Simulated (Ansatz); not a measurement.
All numbers below come from Ansatz, DFT PBE, scalar-relativistic, plane waves, PAW. All cells share a 420 eV cutoff and Γ-centred k meshes spaced at most about 0.3 Å⁻¹ (about 0.25 or finer for metals, 2π included). No spin polarisation.

All energies are static (0 K, no zero-point motion).

Compare these two cells of InGa3P4, each relaxed at this level.

A. Space group I4/mmm (No. 139), tetragonal, a = 5.275 Å, c = 10.505 Å. Around In lie 6 P at 2.64–2.75 Å; around Ga on a site of symmetry -4m2 lie 6 P at 2.63–2.64 Å; around Ga on a site of symmetry 4/mmm lie 6 P at 2.50–2.64 Å; around P on a site of symmetry mmm lie 4 Ga at 2.63–2.64 Å and 2 In at 2.64 Å; P on a site of symmetry 4mm has 5 Ga at 2.50–2.64 Å and 1 In at 2.75 Å.

B. Space group I-42m (No. 121), tetragonal, a = 5.620 Å, c = 11.220 Å. In is surrounded by 4 P at 2.55 Å; Ga on a site of symmetry -4 is surrounded by 4 P at 2.40 Å; Ga on a site of symmetry -42m is surrounded by 4 P at 2.38 Å; P has 3 Ga at 2.38–2.40 Å and 1 In at 2.55 Å.

Question: Which form is favoured at zero pressure, and by what margin per atom?

Answer: B is lower, by 0.38 eV/atom. A has In and Ga ordered on rock salt sites, space group I4/mmm (No. 139), 18.3 Å³/atom and no gap on its mesh; B has In and Ga ordered on zinc blende sites, space group I-42m (No. 121), 22.2 Å³/atom and a gap of 1.16 eV. Counting P atoms around Ga and In (those within 1.25 times the shortest such distance or 1.15 times the sum of covalent radii, 1.27 where that leaves under three), A has In 6, Ga 6 and B has In 4, Ga 4. The lower one is the more open, so pressure narrows the difference. Both come from invented guesses.

Kohn–Sham gaps at this level usually fall short of measured ones. Cells relaxed within their symmetry can be saddle points.
